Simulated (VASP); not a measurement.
# Au (P-1) in VASP: further runs

The runs below take Au through single point, with PBEsol.

All numbers are computed with VASP 6.6.1; they aren't measurements. Logs are shortened: lines on timing, memory, paths and dates and some standing lists are left out, and cuts for length are marked.

## Step 1: The cell of the first run

The typed cell holds 1 atom: a = 2.848 Å, b = 2.813 Å, c = 2.810 Å, α = 110.56°, β = 107.98°, γ = 109.25°.

This isn't the form of Au at room conditions, which is fcc.

## Step 2: Single point, PBEsol (all atoms moved at random, cell strained at random)

Input file INCAR:

```
SYSTEM = Au
PREC = Accurate ; ENCUT = 520
EDIFF = 1E-6 ; ISMEAR = 0
SIGMA = 0.1 ; LREAL = .False.
LASPH = .True. ; NELM = 60
ALGO = Fast ; ISIF = 2
LWAVE = .False. ; LCHARG = .False.
GGA = PS ; NBANDS = 12
```

Input file KPOINTS:

```
regular mesh
0
Gamma
  16 16 16
  0 0 0
```

Input file POSCAR:

```
Au
1.0
   -1.5988171224      1.6798907219      1.6539544620
    1.6025956957     -1.6455521082      1.6233944216
    1.5999109199      1.6466459057     -1.6196158483
Au
1
Direct
    0.0000000000      0.0000000000      0.0000000000
```

Potentials or basis: VASP PAW PBE potentials, release 64 (Au).

Command:

```console
$ cat potpaw_PBE.64/Au/POTCAR > POTCAR
$ mpirun -np 1 vasp_std > vasp.out
```

OUTCAR:

```text
SYSTEM = Au
   PREC = Accurate
   ENCUT = 520
   EDIFF = 1E-6
   ISMEAR = 0
   LREAL = .False.
   LASPH = .True.
   NELM = 60
   ISIF = 2
   GGA = PS

 ion  position               nearest neighbor table
   1  0.000  0.000  0.000-

  LATTYP: Found a triclinic cell.
 ALAT       =     2.8540511140
 B/A-ratio  =     1.1656112320
 C/A-ratio  =     1.1220923885
 COS(alpha) =     0.0006824964
 COS(beta)  =     0.5627854141
 COS(gamma) =     0.5951306910

  Lattice vectors:

 A1 = (  -1.6036894932,  -1.6809845194,  -1.6577330353)
 A2 = (  -0.0010937975,  -3.3265366276,  -0.0343386137)
 A3 = (  -3.2025066156,  -0.0010937975,  -0.0037785733)

Analysis of symmetry for initial positions (statically):
=====================================================================
 Subroutine PRICEL returns:
 Original cell was already a primitive cell.

 Routine SETGRP: Setting up the symmetry group for a
 triclinic supercell.

 Subroutine GETGRP returns: Found  2 space group operations
 (whereof  2 operations were pure point group operations)
 out of a pool of  2 trial point group operations.

The static configuration has the point symmetry S_2 .

Analysis of symmetry for dynamics (positions and initial velocities):
=====================================================================
 Subroutine PRICEL returns:
 Original cell was already a primitive cell.

 Routine SETGRP: Setting up the symmetry group for a
 triclinic supercell.

 Subroutine GETGRP returns: Found  2 space group operations
 (whereof  2 operations were pure point group operations)
 out of a pool of  2 trial point group operations.

The dynamic configuration has the point symmetry S_2 .

 Subroutine INISYM returns: Found  2 space group operations
 (whereof  2 operations are pure point group operations),
 and found     1 'primitive' translations

----------------------------------------------------------------------------------------

                                     Primitive cell

  volume of cell :      17.4553

  direct lattice vectors                    reciprocal lattice vectors
    -1.598817122  1.679890722  1.653954462    -0.000457941  0.297495585  0.302008172
     1.602595696 -1.645552108  1.623394422     0.311896888 -0.003248884  0.304799114
     1.599910920  1.646645906 -1.619615848     0.312156895  0.300546534 -0.003508891

  length of vectors
     2.848475801  2.812750283  2.809682044     0.423925428  0.436110908  0.433338734

[... 81 lines left out ...]
   NSW    =      0    number of steps for IOM
   IBRION =     -1    ionic relax: 0-MD 1-quasi-New 2-CG
   NFREE  =      0    steps in history (QN), initial steepest desc. (CG)
   ISIF   =      2    stress and relaxation
   ISYM   =      2    0-nonsym 1-usesym 2-fastsym
   POTIM  = 0.5000    time-step for ionic-motion
   TEBEG  =    0.0;   TEEND  =   0.0 temperature during run
   PSTRESS=    0.0 pullay stress
   NELECT =      11.0000    total number of electrons
   NUPDOWN=      -1.0000    fix difference up-down
   EMIN   =  10.00;   EMAX   =-10.00  energy-range for DOS
   EFERMI =   0.00;   METHOD = LEGACY
   ISMEAR =     0;   SIGMA  =   0.10  broadening in eV -4-tet -1-fermi 0-gaus
   EFERMI_NEDOS =   21; number of points for ismear=-14 and -15
   IALGO  =     68    algorithm
   IMIX   =      4    mixing-type and parameters
     AMIX     =   0.40;   BMIX     =  1.00
     AMIX_MAG =   1.60;   BMIX_MAG =  1.00
  volume/ion in A,a.u.               =      17.46       117.79
  Fermi-wavevector in a.u.,A,eV,Ry     =   1.403557  2.652337 26.803083  1.969971
  Thomas-Fermi vector in A             =   2.526207
   LORBIT       =      0    0 simple, 1 ext, 2 COOP (PROOUT), +10 PAW based schemes
   GGA     = PS    functional components
   LHFCALC =     F    Hartree Fock is set to
   AEXX    =    0.0000 exact exchange contribution
   IVDW    =     0    specifies the selected vdW correction
   LEPSILON=     F    determine dielectric tensor
   LRPA    =     F    only Hartree local field effects (RPA)
 non-spin polarized calculation
 RMM-DIIS sequential band-by-band and
 Gauss-broadening in eV      SIGMA  =   0.10
  energy-cutoff  :      520.00
  volume of cell :       17.46
 maximum number of plane-waves:       480
 NGX is ok and might be reduce to    24
   NGX = 11   NGY = 11   NGZ = 11

 number of electron      11.0000001 magnetization

 Free energy of the ion-electron system (eV)
  ---------------------------------------------------
  ext. energy  EPLUGINS =         0.00000000
  ---------------------------------------------------
  free energy    TOTEN  =        -3.89619369 eV

  energy without entropy =       -3.89484989  energy(sigma->0) =       -3.89552179

 E-fermi :   8.9361     XC(G=0): -12.7460

 val. band max:        8.9049883832   @ k =   0.5000   0.0625   0.3750
 cond. band min:       8.9381524779   @ k =   0.3750  -0.0000   0.1250
 fundamental gap:      0.0331640947
 Fermi energy:         8.9361349806

 k-point     1 :       0.0000    0.0000    0.0000
  band No.  band energies     occupation
      1      -0.7754      2.00000
      2       4.0158      2.00000
      3       4.0940      2.00000
      4       4.3473      2.00000
      5       5.8997      2.00000
      6       6.1441      2.00000
      7      24.9678      0.00000
      8      25.4101      0.00000
      9      25.7537      0.00000
     10      32.0752      0.00000
     11      32.8353      0.00000
     12      33.5628      0.00000
[... 331 lines left out ...]
 k-point    24 :      -0.1250    0.0625   -0.0000
  band No.  band energies     occupation
      1      -0.3723      2.00000
      2       3.9932      2.00000
      3       4.0520      2.00000
      4       4.5867      2.00000
      5       5.7872      2.00000
      6       6.1295      2.00000
      7      24.7746      0.00000
      8      25.5228      0.00000
      9      25.9824      0.00000
     10      29.1864      0.00000
     11      30.8459      0.00000
     12      31.5336      0.00000

 [... further k-points ...]
[... 5 lines left out ...]
  --------------------------------------------------------------------------------------
  -------------------------------------------------------------------------------------
  Total       -0.4314894     -0.4713788     -0.4361595      0.0015684     -0.1575798     -0.0128012
  in kB      -39.6052957    -43.2666436    -40.0339571      0.1439620    -14.4638413     -1.1749880
  external PRESSURE =     -40.9686321 kB  Pullay stress =       0.0000000 kB

 VOLUME and BASIS-vectors are now :
 -----------------------------------------------------------------------------
  energy-cutoff  :      520.00
  volume of cell :       17.46
      direct lattice vectors                 reciprocal lattice vectors
    -1.598817122  1.679890722  1.653954462    -0.000457941  0.297495585  0.302008172
     1.602595696 -1.645552108  1.623394422     0.311896888 -0.003248884  0.304799114
     1.599910920  1.646645906 -1.619615848     0.312156895  0.300546534 -0.003508891

 POSITION                                       TOTAL-FORCE (eV/Angst)
 -----------------------------------------------------------------------------------
      0.00000      0.00000      0.00000         0.000000     -0.000000      0.000000
 -----------------------------------------------------------------------------------
    total drift:                                0.000000      0.000000     -0.000000

  FREE ENERGIE OF THE ION-ELECTRON SYSTEM (eV)
  ---------------------------------------------------
  free  energy   TOTEN  =        -3.8961936933 eV

  energy  without entropy=       -3.8948498857  energy(sigma->0) =       -3.89552179
```

OSZICAR:

```text
N       E                     dE             d eps       ncg     rms          rms(c)
DAV:   1     0.488437501741E+02    0.48844E+02   -0.55513E+03 50924   0.814E+02
DAV:   2    -0.355484016062E+01   -0.52399E+02   -0.49475E+02 58180   0.186E+02
DAV:   3    -0.424867767738E+01   -0.69384E+00   -0.69317E+00 58384   0.207E+01
DAV:   4    -0.425095968376E+01   -0.22820E-02   -0.22819E-02 56456   0.137E+00
DAV:   5    -0.425097623821E+01   -0.16554E-04   -0.16554E-04 58304   0.111E-01    0.862E+00
RMM:   6    -0.392024348894E+01    0.33073E+00   -0.39467E-01 49379   0.518E+00    0.539E+00
RMM:   7    -0.389909407484E+01    0.21149E-01   -0.39904E-02 52844   0.184E+00    0.279E+00
RMM:   8    -0.389626141351E+01    0.28327E-02   -0.37903E-03 55237   0.539E-01    0.425E-01
RMM:   9    -0.389619096785E+01    0.70446E-04   -0.55995E-04 58079   0.200E-01    0.105E-01
RMM:  10    -0.389619385303E+01   -0.28852E-05   -0.79939E-05 57377   0.687E-02    0.695E-02
RMM:  11    -0.389619358491E+01    0.26812E-06   -0.14045E-05 55739   0.256E-02    0.110E-02
RMM:  12    -0.389619369333E+01   -0.10842E-06   -0.17956E-06 45298   0.851E-03
   1 F= -.38961937E+01 E0= -.38955218E+01  d E =-.134381E-02
```

Run time: 2.9 min. Hardware: 1 thread of Intel Xeon Platinum 8488C (Sapphire Rapids), shared host; peak memory 0.5 GiB.

Results:

```yaml
Free_energy: -3.8962 eV
Pressure: -4.1 GPa
Band_gap_on_the_k_mesh: none (metal or under the smearing width)
```

Caveat: the PAW data sets were made with another functional, which shifts forces and pressure a little. Spin-orbit coupling is left out, which matters for the levels of Au.

## Step 3: Single point, PBEsol (Au replaced by Hf, lengths x 1.172, strained and moved within the space group)

Input file INCAR:

```
SYSTEM = Hf
ALGO = Normal
EDIFF = 1E-6
ENCUT = 520
GGA = PS
ISIF = 2
ISMEAR = 0
LASPH = .TRUE.
LCHARG = .FALSE.
LREAL = .FALSE.
LWAVE = .FALSE.
NBANDS = 11
NELM = 60
PREC = Accurate
SIGMA = 0.1
```

Input file KPOINTS:

```
k-points
0
G
  6 6 6
  0 0 0
```

Input file POSCAR:

```
Hf
1.0
   -1.9023252726      1.9023252726      1.9023252726
    1.9023252726     -1.9023252726      1.9023252726
    1.9023252726      1.9023252726     -1.9023252726
Hf
1
Direct
    0.0000000000      0.0000000000      0.0000000000
```

Potentials or basis: VASP PAW PBE potentials, release 64 (Hf_pv).

Command:

```console
$ cat potpaw_PBE.64/Hf_pv/POTCAR > POTCAR
$ mpirun -np 1 vasp_std > vasp.out
```

Wall time 5.3 s (1 thread of Intel Xeon Platinum 8488C (Sapphire Rapids), shared host); peak memory 0.15 GiB.

Results (log left out):

| Quantity | Value |
| --- | --- |
| Free energy | -9.8972 eV |
| Pressure | -17.6 GPa |
| Band gap on the k mesh | none (metal or under the smearing width) |

Levels at points of the mesh, in eV from the Fermi level:
```
           k point  band 3  band 4  band 5  band 6  band 7  band 8
(0.00, 0.00, 0.00)  -30.65   -6.37    1.27    1.27    1.27    3.50
(0.50, 0.00, 0.00)  -30.65   -2.85   -0.27    0.49    3.24    4.04
(0.50, 0.50, 0.50)  -30.94   -1.83   -1.83    5.26    5.26    5.26
```

Caveat: the k mesh is coarse (spacing up to 0.39 Å⁻¹), so the values aren't converged; so large a pressure means that the cell lies far from this level's equilibrium, or that cutoff or potentials fall short; the potentials were made for another functional, which shifts forces and pressure. The run has no spin-orbit coupling, so splittings on Hf are missing.

## Step 4: Single point, PBEsol (Au replaced by Re, lengths x 1.066, strained and moved within the space group)

Input file INCAR:

```
  PREC = Accurate
  ENCUT = 520
  EDIFF = 1E-6
  ISMEAR = 0
  SIGMA = 0.1
  LREAL = F
  LASPH = T
  NELM = 100
  ALGO = Fast
  ISIF = 2
  LWAVE = F
  LCHARG = F
  GGA = PS
  NBANDS = 10
```

Input file KPOINTS:

```
regular mesh
0
Gamma
  8 8 8
```

Input file POSCAR:

```
Re
1.0
   -1.8438561642      1.8438561642      1.8438561642
    1.8438561642     -1.8438561642      1.8438561642
    1.8438561642      1.8438561642     -1.8438561642
Re
1
Direct
    0.0000000000      0.0000000000      0.0000000000
```

Potentials or basis: VASP PAW PBE potentials, release 64 (Re).

Command:

```console
$ cat potpaw_PBE.64/Re/POTCAR > POTCAR
$ mpirun -np 1 vasp_std > vasp.out
```

It took 4.9 s on 1 thread of Intel Xeon Platinum 8488C (Sapphire Rapids), shared host; peak memory 0.13 GiB.

Results (log left out):

```
Free energy            : -9.8857 eV
Pressure               : -57.2 GPa
Band gap on the k mesh : none (metal or under the smearing width)
```

Levels at points of the mesh, in eV from the Fermi level:
```csv
k point,band 1,band 2,band 3,band 4,band 5,band 6
"(0.00, 0.00, 0.00)",-6.92,-1.29,-1.29,-1.29,0.36,0.36
"(0.50, 0.00, 0.00)",-3.93,-2.30,0.20,0.27,0.58,1.85
"(0.50, 0.50, 0.50)",-3.23,-3.23,1.50,1.50,1.50,5.64
```

Caveat: the cell as given lies far from equilibrium; so large a pressure means that the cell lies far from this level's equilibrium, or that cutoff or potentials fall short; the potentials were made for another functional, which shifts forces and pressure. The run has no spin-orbit coupling, so splittings on Re are missing.

## Step 5: Summary

| potentials or basis | cell | k mesh | mesh quality | gap on the mesh (eV) | pressure (GPa) |
| --- | --- | --- | --- | --- | --- |
| VASP PAW PBE potentials, release 64 (Au) | all atoms moved at random, cell strained at random | 16 × 16 × 16 | not flagged | none | -4.1 |
| VASP PAW PBE potentials, release 64 (Hf_pv) | Au replaced by Hf, lengths x 1.172, strained and moved within the space group | 6 × 6 × 6 | coarse | none | -17.6 |
| VASP PAW PBE potentials, release 64 (Re) | Au replaced by Re, lengths x 1.066, strained and moved within the space group | 8 × 8 × 8 | not flagged | none | -57.2 |

Alike in all rows: task single point; level PBEsol; no spin polarisation; cutoff (eV) 520; smearing gaussian 0.1 eV.

Caveats: some runs use coarse meshes; so large a pressure means that the cell lies far from this level's equilibrium, or that cutoff or potentials fall short (some runs); the potentials were made for another functional, which shifts forces and pressure (some runs); the PAW data sets were made with another functional, which shifts forces and pressure a little (some runs); the cell as given lies far from equilibrium (some runs).

Total energies depend on the potentials used, so only differences within one code and one set of settings carry meaning.
